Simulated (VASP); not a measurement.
# CdTe (F-43m) in VASP: settings compared, part 2 of 2

VASP 6.6.1.

### 3 Single point, RPBE+D4

This run uses another cell than the first one, of 34.60 Å³/atom, 1.051 times its volume.

File INCAR:

```
SYSTEM = CdTe
PREC = Accurate
ENCUT = 520
EDIFF = 1E-6
ISMEAR = -1
SIGMA = 0.05
LREAL = .False.
LASPH = .True.
NELM = 60
ALGO = Normal
ISIF = 2
LWAVE = .False.
LCHARG = .False.
GGA = RP
IVDW = 13
NBANDS = 16
```

File KPOINTS:

```
regular mesh
0
Gamma
  7 7 7
  0 0 0
```

File POSCAR:

```
CdTe
1.0
    0.0000000000      3.2585672853      3.2585672853
    3.2585672853      0.0000000000      3.2585672853
    3.2585672853      3.2585672853      0.0000000000
Te Cd
1 1
Direct
    0.7500000000      0.7500000000      0.7500000000
    0.0000000000      0.0000000000      0.0000000000
```

Potentials or basis: VASP PAW PBE potentials, release 64 (Te, Cd).

Started as:

```console
> cat potpaw_PBE.64/Te/POTCAR potpaw_PBE.64/Cd/POTCAR > POTCAR
> mpirun -np 1 vasp_std > vasp.out
```

OUTCAR:

```text
SYSTEM = CdTe
   PREC = Accurate
   ENCUT = 520
   EDIFF = 1E-6
   ISMEAR = -1
   LREAL = .False.
   LASPH = .True.
   NELM = 60
   ISIF = 2
   GGA = RP
   IVDW = 13

 ion  position               nearest neighbor table
   1  0.750  0.750  0.750-   2 2.82   2 2.82   2 2.82   2 2.82
   2  0.000  0.000  0.000-   1 2.82   1 2.82   1 2.82   1 2.82

  LATTYP: Found a face centered cubic cell.
 ALAT       =     6.5171345706

  Lattice vectors:

 A1 = (   0.0000000000,   3.2585672853,   3.2585672853)
 A2 = (   3.2585672853,   0.0000000000,   3.2585672853)
 A3 = (   3.2585672853,   3.2585672853,   0.0000000000)

Analysis of symmetry for initial positions (statically):
=====================================================================
 Subroutine PRICEL returns:
 Original cell was already a primitive cell.

 Routine SETGRP: Setting up the symmetry group for a
 face centered cubic supercell.

 Subroutine GETGRP returns: Found 24 space group operations
 (whereof 24 operations were pure point group operations)
 out of a pool of 48 trial point group operations.

The static configuration has the point symmetry T_d .

Analysis of symmetry for dynamics (positions and initial velocities):
=====================================================================
 Subroutine PRICEL returns:
 Original cell was already a primitive cell.

 Routine SETGRP: Setting up the symmetry group for a
 face centered cubic supercell.

 Subroutine GETGRP returns: Found 24 space group operations
 (whereof 24 operations were pure point group operations)
 out of a pool of 48 trial point group operations.

The dynamic configuration has the point symmetry T_d .

 Subroutine INISYM returns: Found 24 space group operations
 (whereof 24 operations are pure point group operations),
 and found     1 'primitive' translations

----------------------------------------------------------------------------------------

                                     Primitive cell

  volume of cell :      69.2006

[... 104 lines left out ...]
  volume/ion in A,a.u.               =      34.60       233.49
  Fermi-wavevector in a.u.,A,eV,Ry     =   1.045031  1.974821 14.858770  1.092089
  Thomas-Fermi vector in A             =   2.179809
   LORBIT       =      0    0 simple, 1 ext, 2 COOP (PROOUT), +10 PAW based schemes
   GGA     = RP    functional components
   LHFCALC =     F    Hartree Fock is set to
   AEXX    =    0.0000 exact exchange contribution
   IVDW    =    13    specifies the selected vdW correction
   LEPSILON=     F    determine dielectric tensor
   LRPA    =     F    only Hartree local field effects (RPA)
 non-spin polarized calculation
  energy-cutoff  :      520.00
  volume of cell :       69.20
 maximum number of plane-waves:      1877
 NGX is ok and might be reduce to    36
   NGX = 17   NGY = 17   NGZ = 17

 number of electron      18.0000001 magnetization

 Free energy of the ion-electron system (eV)
  ---------------------------------------------------
  ext. energy  EPLUGINS =         0.00000000
  ---------------------------------------------------
  free energy    TOTEN  =        -4.12297545 eV

  energy without entropy =       -4.12297357  energy(sigma->0) =       -4.12297451

 E-fermi :   2.7785     XC(G=0):  -8.2906

 val. band max:        2.3111439883   @ k =   0.0000   0.0000   0.0000
 cond. band min:       3.1807311719   @ k =   0.0000   0.0000   0.0000
 fundamental gap:      0.8695871835
 Fermi energy:         2.7784916006

 k-point     1 :       0.0000    0.0000    0.0000
  band No.  band energies     occupation
      1      -8.7233      2.00000
      2      -5.9252      2.00000
      3      -5.9252      2.00000
      4      -5.9252      2.00000
      5      -5.6791      2.00000
      6      -5.6791      2.00000
[... 357 lines left out ...]
      3      -5.8031      2.00000
      4      -5.7075      2.00000
      5      -5.6751      2.00000
      6      -5.1436      2.00000
[... 8 lines left out ...]
     15      12.4916      0.00000
     16      14.2897      0.00000

------------------------ aborting loop because EDIFF is reached ----------------------------------------

  DFT-D4 for vdW energy calculation

  Edisp (eV):   -1.23116

  FORCE on cell =-STRESS in cart. coord.  units (eV):
  Direction    XX          YY          ZZ          XY          YZ          ZX
  --------------------------------------------------------------------------------------
  -------------------------------------------------------------------------------------
  Total       0.05443     0.05443     0.05443    -0.00000     0.00000    -0.00000
  in kB       1.26015     1.26015     1.26015    -0.00000     0.00000    -0.00000
  external pressure =        1.26 kB  Pullay stress =        0.00 kB

 VOLUME and BASIS-vectors are now :
 -----------------------------------------------------------------------------
  energy-cutoff  :      520.00
  volume of cell :       69.20
      direct lattice vectors                 reciprocal lattice vectors
     0.000000000  3.258567285  3.258567285    -0.153441668  0.153441668  0.153441668
     3.258567285  0.000000000  3.258567285     0.153441668 -0.153441668  0.153441668
     3.258567285  3.258567285  0.000000000     0.153441668  0.153441668 -0.153441668

 POSITION                                       TOTAL-FORCE (eV/Angst)
 -----------------------------------------------------------------------------------
      4.88785      4.88785      4.88785         0.000000      0.000000      0.000000
      0.00000      0.00000      0.00000        -0.000000     -0.000000     -0.000000
 -----------------------------------------------------------------------------------
    total drift:                                0.000000      0.000000      0.000000

  FREE ENERGIE OF THE ION-ELECTRON SYSTEM (eV)
  ---------------------------------------------------
  free  energy   TOTEN  =        -5.3541391746 eV

  energy  without entropy=       -5.3541373004  energy(sigma->0) =       -5.35413824
```

Run time: 9 s. Hardware: 1 thread of Intel Xeon 6975P-C (Granite Rapids), shared host; peak memory 0.21 GiB.

What came out:

| Quantity | Value |
| --- | --- |
| Free energy | -5.3541 eV |
| Pressure | 0.1 GPa |
| Band gap on the k mesh | 0.87 eV, direct |
| Dispersion energy per atom | -0.616 eV |

Levels at points of the mesh, in eV from the valence-band top:
```
           k point  band 7  band 8  band 9  band 10  band 11  band 12
(0.00, 0.00, 0.00)    0.00    0.00    0.00     0.87     4.68     4.68
```

Caveat: the PAW data sets were made with another functional, which shifts forces and pressure a little; spin-orbit coupling is left out, which moves the levels of the heavy elements.

### 4 Single point, revPBE+D3(BJ)

This run uses another cell than the first one, of 34.14 Å³/atom, 1.037 times its volume.

File INCAR:

```
SYSTEM = CdTe
ALGO = Normal ; EDIFF = 1E-6
ENCUT = 520 ; GGA = RE
ISIF = 2 ; ISMEAR = -1
IVDW = 12 ; LASPH = .True.
LCHARG = .True. ; LELF = .True.
LREAL = .False. ; LVHAR = .True.
LWAVE = .False. ; NBANDS = 16
NELM = 100 ; PREC = Accurate
SIGMA = 0.05
```

File KPOINTS:

```
k-points
0
Gamma
  7 7 7
  0 0 0
```

File POSCAR:

```
CdTe
1.0
    0.0000000000      3.2439061288      3.2439061288
    3.2439061288      0.0000000000      3.2439061288
    3.2439061288      3.2439061288      0.0000000000
Te Cd
1 1
Direct
    0.7500000000      0.7500000000      0.7500000000
    0.0000000000      0.0000000000      0.0000000000
```

Started as:

```console
> cat potpaw_PBE.64/Te/POTCAR potpaw_PBE.64/Cd/POTCAR > POTCAR
> mpirun -np 1 vasp_std > vasp.out
```

Wall time 10 s (1 thread of Intel Xeon 6975P-C (Granite Rapids), shared host); peak memory 0.21 GiB.

Results (log left out):

```yaml
Free_energy: -5.4785 eV
Pressure: 0.1 GPa
Band_gap_on_the_k_mesh: 0.87 eV, direct
Dispersion_energy_per_atom: -0.645 eV
```

Levels at points of the mesh, in eV from the valence-band top:
```csv
k point,band 6,band 7,band 8,band 9,band 10,band 11,band 12,band 13
"(0.00, 0.00, 0.00)",-8.02,0.00,0.00,0.00,0.87,4.65,4.65,4.65
```

Caveat: the PAW data sets were made with another functional, which shifts forces and pressure a little; spin-orbit coupling is left out, which moves the levels of the heavy elements.

### 5 Single point, revPBE+D4

This run uses another cell than the first one, of 34.53 Å³/atom, 1.049 times its volume.

File INCAR:

```
SYSTEM = CdTe
PREC = Accurate ; ENCUT = 520
EDIFF = 1E-6 ; ISMEAR = -1
SIGMA = 0.05 ; LREAL = .FALSE.
LASPH = .TRUE. ; NELM = 60
ALGO = Normal ; ISIF = 2
LWAVE = .FALSE. ; LCHARG = .FALSE.
GGA = RE ; IVDW = 13
NBANDS = 16
```

File KPOINTS:

```
regular mesh
0
G
  7 7 7
  0 0 0
```

File POSCAR:

```
CdTe
1.0
    0.0000000000      3.2564383812      3.2564383812
    3.2564383812      0.0000000000      3.2564383812
    3.2564383812      3.2564383812      0.0000000000
Te Cd
1 1
Direct
    0.7500000000      0.7500000000      0.7500000000
    0.0000000000      0.0000000000      0.0000000000
```

Started as:

```console
> cat potpaw_PBE.64/Te/POTCAR potpaw_PBE.64/Cd/POTCAR > POTCAR
> mpirun -np 1 vasp_std > vasp.out
```

Wall time 12 s (1 thread of Intel Xeon 6975P-C (Granite Rapids), shared host); peak memory 0.21 GiB.

It converged, with:

```yaml
Free_energy: -5.3196 eV
Pressure: 0.1 GPa
Band_gap_on_the_k_mesh: 0.84 eV, direct
Dispersion_energy_per_atom: -0.557 eV
```

Levels at points of the mesh, in eV from the valence-band top:
```
           k point  band 6  band 7  band 8  band 9  band 10  band 11  band 12  band 13
(0.00, 0.00, 0.00)   -7.99    0.00    0.00    0.00     0.84     4.66     4.66     4.66
```

Caveat: the PAW data sets were made with another functional, which shifts forces and pressure a little; spin-orbit coupling is left out, which moves the levels of the heavy elements.

### 6 Summary

```tsv
task	level	cell	cutoff (eV)	gap on the mesh (eV)	pressure (GPa)
relaxation of cell and atoms	PBEsol	relaxed to 30 GPa from a = 4.533 Å, angles 60.0°, 2 atoms	600	1.60	30.0
single point	RPBE+D4	a = 4.608 Å, angles 60.0°, 2 atoms	520	0.87	0.1
single point	revPBE+D3(BJ)	a = 4.588 Å, angles 60.0°, 2 atoms	520	0.87	0.1
single point	revPBE+D4	a = 4.605 Å, angles 60.0°, 2 atoms	520	0.84	0.1
```

Alike in all rows: potentials or basis VASP PAW PBE potentials, release 64 (Te, Cd); no spin polarisation; k mesh 7 × 7 × 7; smearing fermi-dirac 0.05 eV.

Caveats: the PAW data sets were made with another functional, which shifts forces and pressure a little; spin-orbit coupling is left out, which moves the levels of the heavy elements; the cell is relaxed towards a set pressure, so the enthalpy falls and the energy may rise (some runs); the volume moved by over 15 % at a fixed basis, so the end points are rough (some runs).

Total energies depend on the potentials used, so only differences within one code and one set of settings carry meaning.

### 7 How close it comes

Step 3. Against the measured gap of CdTe, 1.607 eV (0 K; a printed reference work, data compilation), the calculated 0.87 eV is off by -0.74 eV. Spin-orbit coupling on Cd, Te is left out. The value is that of RPBE+D4, without temperature or zero-point motion. Semilocal functionals fall short of measured gaps as a rule.

Step 4. Measured gap of CdTe: 1.607 eV (0 K; a printed reference work, data compilation). This calculation gives 0.87 eV (-0.74 eV). Spin-orbit coupling on Cd, Te is left out. The value is that of revPBE+D3(BJ), without temperature or zero-point motion. Semilocal functionals fall short of measured gaps as a rule.

Step 5. Measured gap of CdTe: 1.607 eV (0 K; a printed reference work, data compilation). This calculation gives 0.84 eV (-0.77 eV). Spin-orbit coupling on Cd, Te is left out. The value is that of revPBE+D4, without temperature or zero-point motion. Semilocal functionals fall short of measured gaps as a rule.
